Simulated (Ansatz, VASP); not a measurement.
## Ag in VASP and in Ansatz

```
Ag
1.0
     0.00000    3.31063    3.31063
     3.31063    0.00000    3.31063
     3.31063    3.31063    0.00000
Ag
2
Direct
  0.12500 0.12500 0.12500
  0.87500 0.87500 0.87500
```

Alike in both runs: task single point; functional BLYP; k mesh 10 × 10 × 10; occupations fermi-dirac, width 0.1 eV; no spin polarisation.

```csv
,VASP,Ansatz
version,VASP 6.6.1,Ansatz 0.2.0
potentials or method,"VASP PAW PBE potentials, release 64 (Ag)","plane waves (420 eV) with PAW, scalar-relativistic"
plane-wave cutoff (eV),520,420
valence electrons in the cell,22,38
```

Ansatz gave:

| Property | Result |
| --- | --- |
| pressure (GPa) | -2.0 |

Question: What did VASP give for the same quantities?

Answer: Pressure (GPa): -1.9.

The functional is the same, so the differences come from potentials, cutoffs and numerics. The two sets of potentials don't hold the same shells in valence.

Caveats: the PAW data sets were made with another functional, which shifts forces and pressure a little (VASP).
